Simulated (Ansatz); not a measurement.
# CoPtO2 (R-3m) in Ansatz: notebook

The runs below take CoPtO2 through band structure, with PBEsol.

Everything below comes from runs of Ansatz 0.2.0. Logs are shortened: lines on timing, memory, paths and dates and some standing lists are left out, and cuts for length are marked.

**1. The structure**

Symmetry: R-3m, No. 166, trigonal system. The conventional cell has a = 2.825 Å, b = 2.825 Å, c = 17.818 Å, α = 90.00°, β = 90.00°, γ = 120.00°. Pt (site symmetry -3m) has 2 O at 2.00 Å as nearest neighbours. Around Co (site symmetry -3m) lie 6 O at 1.90 Å. O (site symmetry 3m) is surrounded by 3 Co at 1.90 Å and 1 Pt at 2.00 Å.

The cell is a database's computed one.

**2. Band structure, PBEsol, collinear spin, ferromagnetic start**

input.yaml reads:

```yaml
crystal:
  lattice:
    - [1.4122699173, 0.8153744169, 5.9393891094]
    - [-1.4122699173, 0.8153744169, 5.9393891094]
    - [0.0, -1.6307488338, 5.9393891094]
  atoms:
    - { symbol: Pt, position: [0.0, 0.0, 0.0] }
    - { symbol: Co, position: [0.5, 0.5, 0.5], spin: 2.0 }
    - { symbol: O, position: [0.11224403, 0.11224403, 0.11224403] }
    - { symbol: O, position: [0.88775597, 0.88775597, 0.88775597] }
kpoints:
  mp_grid: { grid: [8, 8, 8] }
  band_path:
    path: [[0.0, 0.0, 0.0], [0.5, 0.0, 0.0], [0.5, 0.179230997, -0.179230997]]
    npoints: 8
scf:
  occupations: { method: fermi_dirac, width: 0.05 }
hamiltonian:
  xc: pbesol
  pseudopotentials: { kind: all_electron, lapw: { basis_error: 0.002 } }
magnetization:
  spin_polarized: true
output:
  forces: true
  stress: true
  eigenvalues: true
```

Potentials or basis: all-electron LAPW, scalar-relativistic.

Launch:

```console
$ ansatz run input.yaml --threads 4 --pin off --max-ram 12288MiB --backend cpu --events-out ev --progress --plain --runs-dir out
```

What it wrote:

```text
Warning: RAYON_NUM_THREADS=4 ignored (pool sized by the plan → 4); use --threads N
LAPW: plane waves up to 10.585 Å⁻¹, error target 2.0e-3 eV per atom; small_component_spin mean_spin; O in spheres of 0.852 Å, 8 of its electrons in bands, Dirac shells []; Co in spheres of 1.045 Å, 17 of its electrons in bands, Dirac shells []; Pt in spheres of 1.114 Å, 48 of its electrons in bands, Dirac shells [] (how accurate: hamiltonian.pseudopotentials.lapw.basis_error, Limitations)
Engine: ansatz 0.2.0, x86_64-unknown-linux-gnu
Pseudopotentials: kind: all_electron
Pseudopotential: Pt, LAPW, valence charge 48, lapw/all_electron/scalar/gaussian/Pt, Koelling and Harmon's equation, gaussian nucleus
Pseudopotential: Co, LAPW, valence charge 17, lapw/all_electron/scalar/gaussian/Co, Koelling and Harmon's equation, gaussian nucleus
Pseudopotential: O, LAPW, valence charge 8, lapw/all_electron/scalar/gaussian/O, Koelling and Harmon's equation, gaussian nucleus
Functional definition: PBEsol
  exchange = pbesol_x
  correlation = pbesol_c
Crystal: 4 atoms, lattice volume = 41.036 Å³
Basis set: ecut = 426.8844560821814 eV, 849 PW (Γ), FFT grids on a1−a3, a2−a3, a3, exchange–correlation at level 2
Bands: 50, of which v1, the nominal top of the filled ones, is band 41 counted from 1 (40 counted from 0)
Symmetry: 12 space group operations
Space group: R-3m (ITA 166), of the structure as read, at distance tolerance 3.4e-5 Å
Magnetic group: BNS 166.97 (UNI 1327), of the structure as read, at distance tolerance 3.4e-5 Å
k-points: 65 of 512
Non-local potential: Pt, projectors of the file, none
Non-local potential: Co, projectors of the file, none
Non-local potential: O, projectors of the file, none
Initial density: superposition of atomic densities (chi_scale 0.1, normalization cell, long waves kept (reshape's long-wave potential 0.65 eV rms))
Starting moments: Σ|m| = 2 μB on 1 of 4 sites
Initial wavefunctions: plane waves of lowest kinetic energy (no species holds an atomic orbital)
Functional: x = pbesol(κ = 0.804, μ = 0.12345679012345678), c = pbesol(β = 0.046)
[... 25 lines left out ...]
NSCF: frozen V_eff on 17 k-points
SCF converged after 17 iterations
Magnetization: -0.0000 μB (40.5000 up, 40.5000 down)
Absolute magnetization: 0.0000 μB (∫|ρ↑−ρ↓|)
Spin contamination: 0.0000 ħ² per cell (⟨S²⟩ above its minimum at these occupations)
Per-site moments (μB) at R_I (Å): [(-3.6516359003258003e-6, 1.114133981491141), (-4.1606302758623315e-7, 1.0454792313248071), (3.5229553985161033e-7, 0.8518036493290213), (3.5229553985161033e-7, 0.8518036493290213)]
Free energy (F): -542784.686189 eV
Harris-Foulkes:  -542784.686189 eV  (|F-HF|=1.51e-9)
Internal energy: -542784.677430 eV  (E = F + TS)
E sigma→0 (E₀):  -542784.681810 eV
Entropy (-TS):   -0.008759 eV (-2.190 meV/atom)
Fermi energy:    18.301765 eV
--- Per-component energies (eV) ---
  E_band       = -8841.964938
  E_kinetic    = 611191.507005
  E_xc         = -11593.890331
  E_electrostatic = -1142382.294104  (all electrons and nuclei)
  E_smearing   = -0.008759  (= −TS)
  E_closure    = 0.000000  (closes the sum)
  E_atoms      = -542754.660278  (free atoms, spherical and without spin; not in F)
  Σ components = -542784.686189   (vs F -542784.686189, Δ=0.00e0)
  Basis errors (estimates in eV, not in F): energy 8.6e-4 per atom: plane waves 7.8e-4 (4.6e-4 summed), levels above the bands 1.0e-130, relativity 1.1e-7, radial functions 8.1e-5, core shells 1.0e-6; eigenvalues (radial functions only) 4.8e-6; not estimated: angular momenta, meshes, grids; target (lapw.basis_error) 2.0e-3; muffin-tin radii O 0.852 Å, Co 1.045 Å, Pt 1.114 Å
--- Forces (eV/Å), atoms counted from 1 ---
  atom   1  Pt    -0.00000000     0.00000000     0.00000000
  atom   2  Co     0.00000000     0.00000000     0.00000000
  atom   3  O      0.00000000     0.00000000     0.04210812
  atom   4  O      0.00000000    -0.00000000    -0.04210812
  max |Σ_I F_I| component: 2.31e-18 eV/Å
--- Stress (GPa, compression-positive) ---
       -4.467510       0.000000      -0.000000
        0.000000      -4.467510       0.000000
       -0.000000       0.000000      -5.713617
  P = ⅓ Tr σ = -4.8829 GPa (-48.829 kbar)
--- Band table (eV; the first three rows and the last of 130) ---
  k-point 0 ↑: bands = ["-497.3308", "-497.1961", "-497.1961", "-487.3930", "-487.3930", "-284.9507", "-284.7593", "-284.7593", "-284.7294", "-284.7294", "-80.1963", "-76.8152", "-48.8809", "-48.8027", "-48.8027", "-48.6664", "-48.6636", "-48.6548", "-48.6548", "-40.2423", "-40.2423", "-40.2230", "-34.7244", "-34.0491", "-34.0491", "-3.0341", "-1.0712", "8.7907", "11.4579", "11.9670", "11.9670", "13.9232", "15.2165", "15.2165", "15.3589", "15.3589", "16.6667", "16.6667", "16.9578", "16.9578", "17.0891", "20.4305", "20.4305", "21.2947", "23.9307", "27.4353", "29.9729", "34.1073", "35.7433", "35.7433"]
  k-point 1 ↑: bands = ["-497.3308", "-497.1961", "-497.1961", "-487.3930", "-487.3930", "-284.9507", "-284.7593", "-284.7593", "-284.7294", "-284.7294", "-80.1939", "-76.8141", "-48.8808", "-48.8028", "-48.8027", "-48.6662", "-48.6640", "-48.6548", "-48.6547", "-40.2540", "-40.2451", "-40.2212", "-34.7193", "-34.0918", "-34.0597", "-2.8508", "-1.0569", "9.0214", "11.4987", "11.8797", "12.0517", "14.2320", "14.4072", "14.7493", "15.1739", "15.7569", "16.3636", "16.7007", "16.9603", "17.2027", "17.2724", "20.0958", "20.2857", "21.5317", "24.8251", "27.8618", "30.7267", "34.0911", "34.2772", "35.9059"]
  k-point 2 ↑: bands = ["-497.3308", "-497.1961", "-497.1961", "-487.3930", "-487.3930", "-284.9507", "-284.7593", "-284.7593", "-284.7294", "-284.7294", "-80.1881", "-76.8114", "-48.8806", "-48.8032", "-48.8028", "-48.6657", "-48.6648", "-48.6548", "-48.6545", "-40.2820", "-40.2517", "-40.2168", "-34.7070", "-34.1941", "-34.0852", "-2.3691", "-1.0352", "9.5710", "10.8548", "12.2443", "12.2585", "13.2868", "14.0424", "14.1970", "15.2922", "15.9115", "16.6751", "16.7809", "16.9878", "17.4809", "17.7128", "19.6109", "20.0023", "21.8352", "26.6197", "28.8483", "31.7665", "32.2121", "32.6189", "34.5380"]
  k-point 64 ↓: bands = ["-497.3308", "-497.1961", "-497.1961", "-487.3930", "-487.3930", "-284.9507", "-284.7593", "-284.7593", "-284.7294", "-284.7294", "-80.1963", "-76.8152", "-48.8809", "-48.8027", "-48.8027", "-48.6664", "-48.6636", "-48.6548", "-48.6548", "-40.2423", "-40.2423", "-40.2230", "-34.7245", "-34.0491", "-34.0491", "-2.7873", "-1.4669", "10.4357", "11.1420", "11.8976", "12.1032", "12.1032", "14.5392", "14.5392", "15.3675", "15.3675", "16.7458", "16.7458", "17.7478", "17.8302", "17.8302", "19.9883", "19.9883", "22.5119", "22.9337", "27.0603", "29.9654", "34.1934", "36.4056", "36.4056"]
```

Run time: 22 s. Hardware: 4 threads of AMD EPYC 9R45 (Zen 5), shared host; peak memory 1.1 GiB.

What came out:

```yaml
Free_energy: -542784.6862 eV
Pressure: -4.9 GPa
Largest_force: 0.042 eV/Å
Band_gap_along_the_path: none (metal or under the smearing width)
Net_moment: 0.00 μB per cell
Absolute_moment: 0.00 μB per cell
```

Forces in eV/Å, atoms in the order of the input:
```
Pt   0.000  0.000  0.000
Co   0.000  0.000  0.000
O    0.000  0.000  0.042
O    0.000  0.000 -0.042
```

Levels at the corners of the path, in eV from the Fermi level:
Spin up:
```csv
point,band 38,band 39,band 40,band 41,band 42,band 43
Γ,-1.64,-1.34,-1.34,-1.21,2.13,2.13
L,-0.91,-0.67,0.27,1.29,1.56,1.57
B1,-1.21,-1.01,-0.63,0.75,1.31,1.86
```
Spin down:
| point | band 37 | band 38 | band 39 | band 40 | band 41 | band 42 | band 43 | band 44 |
| --- | --- | --- | --- | --- | --- | --- | --- | --- |
| Γ | -1.64 | -1.64 | -1.34 | -1.34 | -1.21 | 2.13 | 2.13 | 2.99 |
| L | -1.17 | -0.91 | -0.67 | 0.27 | 1.29 | 1.56 | 1.57 | 2.66 |
| B1 | -2.10 | -1.21 | -1.01 | -0.63 | 0.75 | 1.31 | 1.86 | 7.23 |

Caveat: the k mesh is thin for a metal, which can move the energy by tens of meV per atom; the starting moments collapsed, and a magnetic state may lie lower; spin-orbit coupling is left out, which moves the levels of the heavy elements; semilocal functionals often make such compounds metallic where correlation or magnetic order opens a gap, which also shifts bond lengths; the starting moments weren't kept.

**3. Band structure, PBEsol, non-collinear spin, ferromagnetic start, spin-orbit coupling**

Edit input.yaml of step 2 so:

```diff
@@ -7,3 +7,3 @@
     - { symbol: Pt, position: [0.0, 0.0, 0.0] }
-    - { symbol: Co, position: [0.5, 0.5, 0.5], spin: 2.0 }
+    - { symbol: Co, position: [0.5, 0.5, 0.5], spin: 2.0, spin_axis: [0.707107, 0.707107, 0.0] }
     - { symbol: O, position: [0.11224403, 0.11224403, 0.11224403] }
@@ -21,3 +21,4 @@
 magnetization:
-  spin_polarized: true
+  noncollinear: true
+  spin_orbit: true
 output:
```

Potentials or basis: all-electron LAPW, relativistic spinors.

Launch:

```console
$ ansatz run input.yaml --threads 4 --pin off --max-ram 12288MiB --backend cpu --events-out ev --progress --plain --runs-dir out
```

Run time: 7.9 min. Hardware: 4 threads of AMD EPYC 9R45 (Zen 5), shared host; peak memory 4.7 GiB.

It converged, with:

* Free energy: -543691.4339 eV
* Pressure: -4.6 GPa
* Largest force: 0.034 eV/Å
* Band gap along the path: none (metal or under the smearing width)
* Net moment: 0.00 μB per cell
* Absolute moment: 0.00 μB per cell

Forces in eV/Å, atoms in the order of the input:
```
Pt   0.000  0.000  0.000
Co   0.000  0.000  0.000
O    0.000  0.000  0.034
O    0.000  0.000 -0.034
```

Stress tensor (GPa, compression positive):
```
-4.18  0.00  0.00
 0.00 -4.18  0.00
 0.00  0.00 -5.29
```

Levels at the corners of the path, in eV from the Fermi level:
```csv
point,band 76,band 77,band 78,band 79,band 80,band 81,band 82,band 83,band 84,band 85
Γ,-1.65,-1.60,-1.60,-1.18,-1.18,-1.12,-1.12,2.02,2.02,2.10
L,-0.97,-0.71,-0.71,0.20,0.20,1.21,1.21,1.51,1.51,1.59
B1,-1.27,-1.05,-1.05,-0.68,-0.68,0.70,0.70,1.25,1.25,1.82
```

Moments on the atoms (μB; x, y, z):
```
Pt  0.00 0.00 0.00
Co  0.00 0.00 0.00
O   0.00 0.00 0.00
O   0.00 0.00 0.00
```

Caveat: the k mesh is thin for a metal, which can move the energy by tens of meV per atom; the magnetic state may not be the lowest; semilocal functionals often make such compounds metallic where correlation or magnetic order opens a gap, which also shifts bond lengths; the starting moments weren't kept.

**4. Band structure, PBEsol, collinear spin, ferromagnetic start**

Edit input.yaml of step 3 so:

```diff
@@ -7,3 +7,3 @@
     - { symbol: Pt, position: [0.0, 0.0, 0.0] }
-    - { symbol: Co, position: [0.5, 0.5, 0.5], spin: 2.0, spin_axis: [0.707107, 0.707107, 0.0] }
+    - { symbol: Co, position: [0.5, 0.5, 0.5], spin: 2.0 }
     - { symbol: O, position: [0.11224403, 0.11224403, 0.11224403] }
@@ -11,6 +11,6 @@
 kpoints:
-  mp_grid: { grid: [8, 8, 8] }
+  mp_grid: { grid: [11, 11, 11] }
   band_path:
     path: [[0.0, 0.0, 0.0], [0.5, 0.0, 0.0], [0.5, 0.179230997, -0.179230997]]
-    npoints: 8
+    npoints: 10
 scf:
@@ -21,4 +21,3 @@
 magnetization:
-  noncollinear: true
-  spin_orbit: true
+  spin_polarized: true
 output:
```

Potentials or basis: all-electron LAPW, scalar-relativistic.

Launch:

```console
$ ansatz run input.yaml --threads 4 --pin off --max-ram 12288MiB --backend cpu --events-out ev --progress --plain --runs-dir out
```

Wall time 1.7 min (4 threads of Intel Xeon Platinum 8259CL at 2.50GHz (Skylake/Cascade Lake), shared host); peak memory 2 GiB.

It converged, with:

```yaml
Free_energy: -542784.7122 eV
Pressure: -4.8 GPa
Largest_force: 0.006 eV/Å
Band_gap_along_the_path: none (metal or under the smearing width)
Net_moment: 0.00 μB per cell
Absolute_moment: 0.00 μB per cell
```

Forces on the atoms (eV/Å):
```
Pt   0.000  0.000  0.000
Co   0.000  0.000  0.000
O    0.000  0.000 -0.006
O    0.000  0.000  0.006
```

Stress tensor (GPa, compression positive):
```
-3.96  0.00  0.00
 0.00 -3.96  0.00
 0.00  0.00 -6.54
```

Levels at the corners of the path, in eV from the Fermi level:
Spin up:
```tsv
point	band 36	band 37	band 38	band 39	band 40	band 41	band 42	band 43	band 44	band 45
Γ	-3.21	-1.93	-1.93	-1.63	-1.63	-1.51	1.83	1.83	2.69	5.32
L	-1.92	-1.46	-1.20	-0.96	0.01	0.99	1.27	1.27	2.36	6.99
B1	-2.94	-2.39	-1.51	-1.31	-0.93	0.45	1.01	1.56	6.94	7.94
```
Spin down:
| point | band 36 | band 37 | band 38 | band 39 | band 40 | band 41 | band 42 | band 43 | band 44 | band 45 |
| --- | --- | --- | --- | --- | --- | --- | --- | --- | --- | --- |
| Γ | -3.21 | -1.93 | -1.93 | -1.63 | -1.63 | -1.51 | 1.83 | 1.83 | 2.69 | 5.32 |
| L | -1.92 | -1.46 | -1.20 | -0.96 | 0.01 | 0.99 | 1.27 | 1.27 | 2.36 | 6.99 |
| B1 | -2.94 | -2.39 | -1.51 | -1.31 | -0.93 | 0.45 | 1.01 | 1.56 | 6.94 | 7.94 |

Caveat: the starting moments collapsed, and a magnetic state may lie lower; spin-orbit coupling is left out, which moves the levels of the heavy elements; semilocal functionals often make such compounds metallic where correlation or magnetic order opens a gap, which also shifts bond lengths; the starting moments weren't kept.

**5. Band structure, PBEsol, collinear spin, ferromagnetic start**

Edit input.yaml of step 4 so:

```diff
@@ -19,3 +19,6 @@
   xc: pbesol
-  pseudopotentials: { kind: all_electron, lapw: { basis_error: 0.002 } }
+  pseudopotentials:
+    kind: all_electron
+    lapw: { basis_error: 0.002 }
+    relativity: none
 magnetization:
```

Potentials or basis: all-electron LAPW, non-relativistic.

Launch:

```console
$ ansatz run input.yaml --threads 4 --pin off --max-ram 12288MiB --backend cpu --events-out ev --progress --plain --runs-dir out
```

Run time: 1.7 min. Hardware: 4 threads of Intel Xeon Platinum 8259CL at 2.50GHz (Skylake/Cascade Lake), shared host; peak memory 1.9 GiB.

The run converged. Its results:

* Free energy: -513264.2449 eV
* Pressure: 10.1 GPa
* Largest force: 1.195 eV/Å
* Band gap along the path: none (metal or under the smearing width)
* Net moment: 0.00 μB per cell
* Absolute moment: 0.00 μB per cell

Forces in eV/Å, atoms in the order of the input:
```
Pt   0.000  0.000  0.000
Co   0.000  0.000  0.000
O    0.000  0.000  1.195
O    0.000  0.000 -1.195
```

Stress tensor (GPa, compression positive):
```
 7.27  0.00  0.00
 0.00  7.27  0.00
 0.00  0.00 15.88
```

Levels at the corners of the path, in eV from the Fermi level:
Spin up:
| point | band 39 | band 40 | band 41 | band 42 | band 43 | band 44 |
| --- | --- | --- | --- | --- | --- | --- |
| Γ | -1.85 | -1.53 | -1.53 | -0.96 | 2.08 | 2.08 |
| L | -0.97 | -0.70 | -0.20 | 1.32 | 1.34 | 1.56 |
| B1 | -1.28 | -1.11 | -0.66 | 0.63 | 1.28 | 1.97 |
Spin down:
```
point  band 39  band 40  band 41  band 42  band 43  band 44
    Γ    -1.85    -1.53    -1.53    -0.96     2.08     2.08
    L    -0.97    -0.70    -0.20     1.32     1.34     1.56
   B1    -1.28    -1.11    -0.66     0.63     1.28     1.97
```

Caveat: the starting moments collapsed, and a magnetic state may lie lower; relativity is left out, which matters for the heavier elements; spin-orbit coupling is left out, which moves the levels of the heavy elements; semilocal functionals often make such compounds metallic where correlation or magnetic order opens a gap, which also shifts bond lengths; forces of over 1 eV/Å show positions far from the minimum, so gaps and moduli don't describe the material at rest; the starting moments weren't kept.

**6. Band structure, PBEsol, collinear spin, ferromagnetic start**

Edit input.yaml of step 5 so:

```diff
@@ -19,6 +19,3 @@
   xc: pbesol
-  pseudopotentials:
-    kind: all_electron
-    lapw: { basis_error: 0.002 }
-    relativity: none
+  pseudopotentials: { kind: all_electron, datasets: crystal }
 magnetization:
@@ -29 +26,3 @@
   eigenvalues: true
+  elf: true
+  volumetric_format: npy
```

Potentials or basis: all-electron PAW datasets made for the crystal.

Launch:

```console
$ ansatz run input.yaml --threads 4 --pin off --max-ram 12288MiB --backend cpu --events-out ev --progress --plain --runs-dir out
```

It took 48 s on 4 threads of Intel Xeon Platinum 8259CL at 2.50GHz (Skylake/Cascade Lake), shared host; peak memory 2.2 GiB.

The run converged. Its results:

| Property | Result |
| --- | --- |
| Free energy | -542784.7148 eV |
| Pressure | -4.8 GPa |
| Largest force | 0.005 eV/Å |
| Band gap along the path | none (metal or under the smearing width) |
| Net moment | 0.00 μB per cell |
| Absolute moment | 0.00 μB per cell |

Forces in eV/Å, atoms in the order of the input:
```
Pt   0.000  0.000  0.000
Co   0.000  0.000  0.000
O    0.000  0.000 -0.005
O    0.000  0.000  0.005
```

Stress tensor (GPa, compression positive):
```
-3.96  0.00  0.00
 0.00 -3.96  0.00
 0.00  0.00 -6.55
```

Levels at the corners of the path, in eV from the Fermi level:
Spin up:
```tsv
point	band 20	band 21	band 22	band 23	band 24	band 25	band 26	band 27
Γ	-1.93	-1.93	-1.63	-1.63	-1.51	1.83	1.83	2.69
L	-1.46	-1.20	-0.96	0.01	0.99	1.27	1.27	2.36
B1	-2.39	-1.51	-1.31	-0.93	0.45	1.01	1.56	6.94
```
Spin down:
```csv
point,band 21,band 22,band 23,band 24,band 25,band 26
Γ,-1.93,-1.63,-1.63,-1.51,1.83,1.83
L,-1.20,-0.96,0.01,0.99,1.27,1.27
B1,-1.51,-1.31,-0.93,0.45,1.01,1.56
```

Caveat: the starting moments collapsed, and a magnetic state may lie lower; spin-orbit coupling is left out, which moves the levels of the heavy elements; semilocal functionals often make such compounds metallic where correlation or magnetic order opens a gap, which also shifts bond lengths; the starting moments weren't kept.

[end of part 1 of 2]
